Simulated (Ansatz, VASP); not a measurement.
# InAs: VASP beside Ansatz

Aim: how closely do two programs agree when they are given the same cell, functional and k mesh? The cell is taken from a series of runs on this material, whose earlier steps may have relaxed, scaled, displaced or heated it; both programs get it as it stands.

Calculated with Ansatz 0.2.0; plane waves, with VASP 6.6.1 beside it; zone-centre phonons at PBEsol.

## 1. Starting point

It takes space group R3m (No. 160, trigonal). The conventional cell has a = 4.476 Å, b = 4.476 Å, c = 10.298 Å, α = 90.00°, β = 90.00°, γ = 120.00°. As has 4 In at 2.64 to 2.70 Å nearest. Nearest to In lie 4 As at 2.64 to 2.70 Å. Farther neighbours are not listed.

Structure file:

```cif
data_structure
_symmetry_space_group_name_H-M 'P 1'
_symmetry_Int_Tables_number 1
_cell_length_a 4.2969
_cell_length_b 4.2969
_cell_length_c 4.2969
_cell_angle_alpha 62.783
_cell_angle_beta 62.783
_cell_angle_gamma 62.783
_cell_volume 59.57
loop_
_atom_site_label
_atom_site_type_symbol
_atom_site_fract_x
_atom_site_fract_y
_atom_site_fract_z
_atom_site_occupancy
As1 As 0.74667 0.74667 0.74667 1
In2 In 0.00333 0.00333 0.00333 1
```

## 2. Ansatz: zone-centre phonons, PBEsol

Ansatz runs on its PAW soft_1 files.

Second derivatives magnify differences that forces hide, and they need a tight electronic threshold.

Contents of input.yaml:

```yaml
crystal:
  lattice:
    - [-0.1282577969, 3.0370235091, 3.0370235091]
    - [3.0370235091, -0.1282577969, 3.0370235091]
    - [3.0370235091, 3.0370235091, -0.1282577969]
  atoms:
    - { symbol: As, position: [0.7466662288, 0.7466662288, 0.7466662288] }
    - { symbol: In, position: [0.0033337712, 0.0033337712, 0.0033337712] }
kpoints:
  mp_grid: { grid: [12, 12, 12] }
hamiltonian:
  xc: pbesol
  pseudopotentials: { kind: paw, azcp: { folder: soft_1 }, xc_functional: pbe }
scf:
  occupations: { method: methfessel_paxton, width: 0.2 }
output:
  eigenvalues: true
phonons:
  method: dfpt
```

On the command line:

```console
$ ansatz run input.yaml --threads 4 --pin off --max-ram 10240MiB --backend cpu --events-out ev --progress --plain --runs-dir out
```

Numbers of over 12 decimals in the logs are rounded to 6 here.

The log of the run:

```text
Engine: ansatz 0.2.0, aarch64-unknown-linux-gnu
Pseudopotentials: kind: paw
Pseudopotential: As, paw, valence charge 15, recommended cutoff 420 eV (normal), soft_1/As.paw.azcp
Pseudopotential: In, paw, valence charge 13, recommended cutoff 420 eV (normal), soft_1/In.paw.azcp
Functional definition: PBEsol
  exchange = pbesol_x
  correlation = pbesol_c
Crystal: 2 atoms, lattice volume = 59.571 Å³
Basis set: ecut = 420 eV, 1175 PW (Γ), exchange–correlation on 60×60×60 points (8 copies of the dense FFT grid, shifted against one another)
Bands: 18, of which v1, the nominal top of the filled ones, is band 14 counted from 1 (13 counted from 0)
Symmetry: 6 space group operations
k-points: 476 of 1728 (irreducible under 2 space group operations, time reversal used)
Non-local potential: As, projectors of the file, l = 0: 2, l = 1: 2, l = 2: 3, l = 3: 1
Non-local potential: In, projectors of the file, l = 0: 2, l = 1: 2, l = 2: 2, l = 3: 1
PAW form: soft (Blöchl's): semilocal exchange-correlation on the pseudo side does not see the compensation charge
PAW frozen core: As, regenerated for the run's functional, and the local potential with it (the file was generated under x = pbe(κ = 0.804, μ = 0.219515), c = pbe(β = 0.066725))
PAW frozen core: In, regenerated for the run's functional, and the local potential with it (the file was generated under x = pbe(κ = 0.804, μ = 0.219515), c = pbe(β = 0.066725))
PAW one-centre angular grid: As, 590 points (default); XC on 64 Gauss nodes
PAW one-centre angular grid: In, 590 points (default); XC on 64 Gauss nodes
Initial density: superposition of atomic densities (chi_scale 0.1, normalization cell, long waves kept (reshape's long-wave potential 0.00 eV rms))
Initial wavefunctions: pseudopotential atomic-orbital guess
Functional: x = pbesol(κ = 0.804, μ = 0.123457), c = pbesol(β = 0.046)
SCF iter   1: F=—  HF=-10338.923481 eV  |F-HF|=—  |Δ(HF+E_count)|=         —  Δρ=2.67e-2  dr2=3.41e-1  ethr=3.10e-3  ⟨swp⟩=5.1  Hψ=42994  notcnv=0
preconditioner: auto → none  [insulator: Δε(μ)=0.131 eV  Ē_g=14.358 eV  σ=0.200 eV  W_gap=0.52  n_scr=14 (ndim 8)  ℏωp=20.4 eV  f_vac=0.023  D(μ)=0.03/eV (n_scr^D=0)  ε∞_Penn≈3.0]
SCF iter   2: F=—  HF=-10338.849516 eV  |F-HF|=—  |Δ(HF+E_count)|=   7.40e-2  S|Δr|=    0.00e0  Δρ=1.19e-2  dr2=6.23e-2  ethr=1.22e-3  ⟨swp⟩=2.0  Hψ=14183  notcnv=0
SCF iter   3: F=—  HF=-10338.837743 eV  |F-HF|=—  |Δ(HF+E_count)|=   1.18e-2  S|Δr|=    0.00e0  Δρ=1.60e-3  dr2=3.00e-3  ethr=2.22e-4  ⟨swp⟩=2.1  Hψ=12759  notcnv=0
SCF iter   4: F=—  HF=-10338.836841 eV  |F-HF|=—  |Δ(HF+E_count)|=   9.03e-4  S|Δr|=    0.00e0  Δρ=5.29e-4  dr2=1.29e-4  ethr=1.07e-5  ⟨swp⟩=2.1  Hψ=15230  notcnv=0
SCF iter   5: F=—  HF=-10338.836819 eV  |F-HF|=—  |Δ(HF+E_count)|=   2.15e-5  S|Δr|=    0.00e0  Δρ=1.87e-4  dr2=8.97e-6  ethr=4.60e-7  ⟨swp⟩=2.0  Hψ=15233  notcnv=0
SCF iter   6: F=—  HF=-10338.836828 eV  |F-HF|=—  |Δ(HF+E_count)|=   9.19e-6  S|Δr|=    0.00e0  Δρ=4.33e-5  dr2=9.10e-7  ethr=3.20e-8  ⟨swp⟩=2.7  Hψ=13989  notcnv=0
SCF iter   7: F=—  HF=-10338.836827 eV  |F-HF|=—  |Δ(HF+E_count)|=   9.66e-7  S|Δr|=    0.00e0  Δρ=9.02e-6  dr2=2.72e-8  ethr=3.25e-9  ⟨swp⟩=2.6  Hψ=15505  notcnv=0
SCF iter   8: F=—  HF=-10338.836827 eV  |F-HF|=—  |Δ(HF+E_count)|=   1.26e-8  S|Δr|=    0.00e0  Δρ=1.54e-6  dr2=1.51e-9  ethr=9.71e-11  ⟨swp⟩=2.0  Hψ=12858  notcnv=0
SCF iter   9: F=—  HF=-10338.836827 eV  |F-HF|=—  |Δ(HF+E_count)|=  4.27e-10  S|Δr|=    0.00e0  Δρ=3.69e-7  dr2=7.16e-11  ethr=5.39e-12  ⟨swp⟩=2.0  Hψ=12848  notcnv=0
SCF iter  10: F=-10338.836827 eV  HF=-10338.836827 eV  |F-HF|=1.09e-11  |Δ(HF+E_count)|=  1.82e-11  S|Δr|=    0.00e0  Δρ=9.08e-8  dr2=5.38e-12  ethr=1.00e-12  ⟨swp⟩=6.0  Hψ=38657  notcnv=0
SCF 1 converged in 10 iterations: F = -10338.836827 eV  dr2 = 5.38e-12
  greatest PAW one-centre occupation: 0.999 electrons in one spin orbital (limit 2), on the As atom at site 0 (counted from 0), in its partial waves of l = 2
DFPT response loops at Γ: preconditioner auto → Kerker (q_TF=auto, 2.406 Å⁻¹) (partly filled bands, converged f_vac=0.106); β = 1.00, the filter's whole step (`scf.mixing.beta` (0.50) is not read by the response loops under this deck's `scf.mixing.preconditioner`; to damp them name `kerker` or `kerker_dos`, under which they read `scf.mixing.beta`, and type it under 1.00, their step now; both keys bind the ground state too); Broyden in place of MSR1
SCF converged after 10 iterations
Stability not checked: this state was not tested for a lower state beside it, because cold or Methfessel-Paxton smearing, or corrected tetrahedra, fill the levels in a way that the test cannot read (fill_not_monotonic; see scf.lower_state_search)
Free energy (F): -10338.836827 eV
Harris-Foulkes:  -10338.836827 eV  (|F-HF|=1.09e-11)
Internal energy: -10338.837259 eV  (E = F + TS)
E sigma→0 (E₀):  -10338.836935 eV
Entropy (-TS):   0.000431 eV (0.216 meV/atom)
Fermi energy:    6.755582 eV
Step filling:    the computed levels leave a gap of 0.1401 eV = 0.7 smearing widths at the electron count; against every level under it full and every level over it empty, smearing changes F+E_penalty+E_count by +0.143 meV and its σ→0 estimate by +0.036 meV
--- Per-component energies (eV) ---
  E_band       = -343.313320
  E_kinetic    = 314.916731
  E_local      = -3577.397651  (includes V_loc(G=0)·N_el)
  E_nonlocal   = -63.490539
  E_hartree    = 1767.779595
  E_xc         = -210.633411
  E_vxc        = -162.018278  (∫ρ·V_xc dr)
  E_paw        = -6109.358582  (= ΣΔE_a)
  E_vpaw       = -390.882883  (= ΣTr[D̂ρ^β])
  E_aug_tail   = 0.000142  (compensation charges beyond the density's cutoff)
  E_ewald      = -2461.855877
  E_core_change = 1.202334  (= ΣΔE_core)
  E_smearing   = 0.000431  (= −TS)
  E_closure    = -0.000000  (closes the sum)
  Σ components = -10338.836827   (vs F -10338.836827, Δ=0.00e0)
--- Band table (eV; the first three rows and the last of 476) ---
  k-point 0: bands = [... 10 lower, -4.8391, 5.8515, 6.4859, 6.4859, 6.8169, 10.2422, 10.2422, 10.8899]
  k-point 1: bands = [... 10 lower, -4.7779, 5.0619, 6.4134, 6.6768, 7.1299, 10.3194, 10.3683, 10.9484]
  k-point 2: bands = [... 10 lower, -4.6014, 3.9649, 6.2352, 6.4869, 7.5765, 10.6185, 10.6742, 11.1899]
  k-point 475: bands = [... 10 lower, -3.4057, 1.2731, 5.4864, 5.4864, 6.8591, 10.9050, 10.9050, 13.0327]
--- Phonons (Γ-DFPT): 2 representative perturbations + reference, on 476 of 1728 k-points (Σ response iterations 6) ---
  k mesh reduced under 2 symmetry operations, with k and −k counted as one. Each operation leaves every solved perturbation unchanged. A smaller set is not used because it would not reduce the number of displacements times k-points to solve
  ASR residual: 6.485e-5 → 0.000e0 eV/Å²; symmetrization residual: 1.689e-5 eV/Å²
  ASR residual per site (eV/Å²): 1.32e-5 6.49e-5
  Γ frequencies (cm⁻¹): 0.00 0.00 0.00 188.52 188.52 202.18
  non-analytic LO–TO correction: not included (Born effective charges unavailable; polar crystals: no LO–TO splitting at Γ)
```

## 3. VASP: zone-centre phonons, PBEsol

The same cell, functional, mesh and smearing now go to VASP, with its own data sets.

Lines of VASP's logs that name or quote its potential files are left out, and so is its time.

Contents of INCAR:

```
SYSTEM = InAs
PREC = Accurate
ENCUT = 500
EDIFF = 1E-08
NELM = 120
ISMEAR = 1
SIGMA = 0.2
LREAL = .FALSE.
ALGO = Normal
GGA = PS
NBANDS = 15
LORBIT = 11
LWAVE = .FALSE.
LCHARG = .FALSE.
ISIF = 2
IBRION = 8
LASPH = .TRUE.
GGA_COMPAT = .FALSE.
EFERMI = MIDGAP
KPAR = 2
```

Contents of POSCAR:

```
InAs
1.0
   -0.1282577969      3.0370235091      3.0370235091
    3.0370235091     -0.1282577969      3.0370235091
    3.0370235091      3.0370235091     -0.1282577969
As In
1 1
Direct
    0.7466662288      0.7466662288      0.7466662288
    0.0033337712      0.0033337712      0.0033337712
```

Contents of KPOINTS:

```
Automatic mesh
0
Gamma
12 12 12
0 0 0
```

Potentials, in the order of the species: As and In_d (PBE family, release 64).

On the command line:

```console
$ mpirun -np 2 vasp_std
```

The log of the run:

```text
[banner, memory and clock lines left out]
running    2 mpi-ranks, on    1 nodes
 distrk:  each k-point on    1 cores,    2 groups
 distr:  one band on    1 cores,    1 groups

 POSCAR found type information on POSCAR AsIn
 POSCAR found :  2 types and       2 ions
|                                                                             |
|               ----> ADVICE to this user running VASP <----                  |
|                                                                             |
|     You enforced a specific xc type in the INCAR file but a different       |
|     [... a line on the potential file left out ...]
|     I HOPE YOU KNOW WHAT YOU ARE DOING!                                     |
|                                                                             |

 LDA part: xc-table for (Slater+PW92), standard interpolation
 POSCAR, INCAR and KPOINTS ok, starting setup
 FFT: planning ... GRIDC
 FFT: planning ... GRID_SOFT
 FFT: planning ... GRID
 WAVECAR not read
 entering main loop
       N       E                     dE             d eps       ncg     rms          rms(c)
DAV:   1     0.111089217415E+03    0.11109E+03   -0.81273E+03  5677   0.123E+03
DAV:   2    -0.880513666425E+00   -0.11197E+03   -0.10790E+03  6055   0.295E+02
DAV:   3    -0.850571280732E+01   -0.76252E+01   -0.75811E+01  7280   0.790E+01
DAV:   4    -0.870104401562E+01   -0.19533E+00   -0.19527E+00  6925   0.144E+01
DAV:   5    -0.870939231827E+01   -0.83483E-02   -0.83481E-02  8579   0.250E+00    0.392E+00
DAV:   6    -0.845995334138E+01    0.24944E+00   -0.40072E-01  8904   0.111E+01    0.213E+00
DAV:   7    -0.843377841826E+01    0.26175E-01   -0.98874E-02  7750   0.299E+00    0.656E-01
DAV:   8    -0.843235165172E+01    0.14268E-02   -0.10923E-02  7246   0.122E+00    0.166E-01
DAV:   9    -0.843262140669E+01   -0.26975E-03   -0.85818E-04  7098   0.288E-01    0.940E-02
DAV:  10    -0.843267956026E+01   -0.58154E-04   -0.10301E-04  8798   0.125E-01    0.552E-02
DAV:  11    -0.843270073277E+01   -0.21173E-04   -0.52654E-05  6559   0.898E-02    0.374E-02
DAV:  12    -0.843270038355E+01    0.34922E-06   -0.47631E-06  6492   0.189E-02    0.811E-03
DAV:  13    -0.843270053296E+01   -0.14941E-06   -0.11596E-06  7588   0.690E-03    0.311E-03
DAV:  14    -0.843270053198E+01    0.97612E-09   -0.90253E-08  6979   0.251E-03
   1 F= -.84327005E+01 E0= -.84328413E+01  d E =0.422423E-03
 Linear response reoptimize wavefunctions to high precision
DAV:   1    -0.843270059168E+01   -0.59699E-07   -0.66380E-09  7546   0.825E-04
DAV:   2    -0.843270059172E+01   -0.43656E-10   -0.50506E-10  4823   0.163E-04
 Linear response DOF=           2
 Linear response progress:
  Degree of freedom:   1/  2
       N       E                     dE             d eps       ncg     rms          rms(c)
RMM:   1    -0.465360658428E-01   -0.46536E-01    0.65657E-02 29132   0.143E+00
RMM:   2    -0.443554875862E-01    0.21806E-02    0.13890E-03 22394   0.518E-01    0.981E-02
RMM:   3    -0.449765264039E-01   -0.62104E-03   -0.16437E-03 26464   0.216E-01    0.433E-02
RMM:   4    -0.451587090744E-01   -0.18218E-03   -0.12440E-04 26757   0.741E-02    0.110E-02
RMM:   5    -0.451968200490E-01   -0.38111E-04   -0.14794E-05 27506   0.307E-02    0.489E-03
RMM:   6    -0.451834046268E-01    0.13415E-04   -0.14137E-06 26693   0.811E-03    0.149E-03
RMM:   7    -0.451809689992E-01    0.24356E-05   -0.18119E-07 28974   0.245E-03    0.886E-04
RMM:   8    -0.451819179103E-01   -0.94891E-06   -0.68868E-08 25502   0.110E-03    0.473E-04
RMM:   9    -0.451824719584E-01   -0.55405E-06   -0.13210E-08 27733   0.390E-04    0.109E-04
RMM:  10    -0.451825274956E-01   -0.55537E-07    0.75248E-08 30295   0.150E-04    0.529E-05
RMM:  11    -0.451825317094E-01   -0.42138E-08   -0.46952E-08 28396   0.597E-05    0.137E-05
 first order change of Fermi-energy  -0.93152E+00
 force on displaced ion       1 direction 1 :  -6.251  -0.293  -0.293
 Linear response progress:
  Degree of freedom:   2/  2
       N       E                     dE             d eps       ncg     rms          rms(c)
RMM:   1    -0.233818488654E+00   -0.23382E+00   -0.11298E-01 19269   0.477E+00
RMM:   2    -0.236265508291E+00   -0.24470E-02   -0.11967E-02 24268   0.987E-01    0.749E-02
RMM:   3    -0.236152432960E+00    0.11308E-03   -0.14138E-03 26485   0.305E-01    0.355E-02
RMM:   4    -0.235920912870E+00    0.23152E-03   -0.12616E-04 27187   0.102E-01    0.204E-02
RMM:   5    -0.235842283553E+00    0.78629E-04   -0.16650E-05 28061   0.384E-02    0.741E-03
RMM:   6    -0.235830359414E+00    0.11924E-04    0.57621E-06 27934   0.130E-02    0.185E-03
RMM:   7    -0.235842000778E+00   -0.11641E-04    0.16797E-06 29103   0.397E-03    0.854E-04
RMM:   8    -0.235842505053E+00   -0.50428E-06    0.13552E-06 28090   0.172E-03    0.297E-04
RMM:   9    -0.235842769195E+00   -0.26414E-06    0.14093E-06 30046   0.759E-04    0.116E-04
RMM:  10    -0.235842855682E+00   -0.86488E-07    0.88101E-07 29865   0.341E-04    0.332E-05
RMM:  11    -0.235842943722E+00   -0.88039E-07    0.63068E-07 29548   0.180E-04    0.269E-05
RMM:  12    -0.235843006431E+00   -0.62709E-07    0.34673E-07 31086   0.110E-04    0.310E-05
RMM:  13    -0.235843001367E+00    0.50642E-08    0.20216E-07 27906   0.791E-05    0.248E-05
RMM:  14    -0.235843013478E+00   -0.12112E-07    0.47050E-08 30996   0.586E-05    0.234E-05
RMM:  15    -0.235843012636E+00    0.84278E-09    0.52861E-08 28459   0.482E-05    0.246E-05
 first order change of Fermi-energy   0.93209E+00
 force on displaced ion       2 direction 1 :  -6.234  -0.292  -0.292
 Linear response finished
```

[end of part 1 of 2]

[Lines on the potential files, build, host, timing and source positions are cut from VASP's logs without a mark.]

[Logs are printed without paths, hosts, clocks, repeated set-up lines and the standing remarks that a program may print on its own settings, such as how far it seeks lower states.]

[Hosts, paths, dates, database ids (printed as entryN), source tags and the programs' standing remarks are cut or masked in the printed files.]
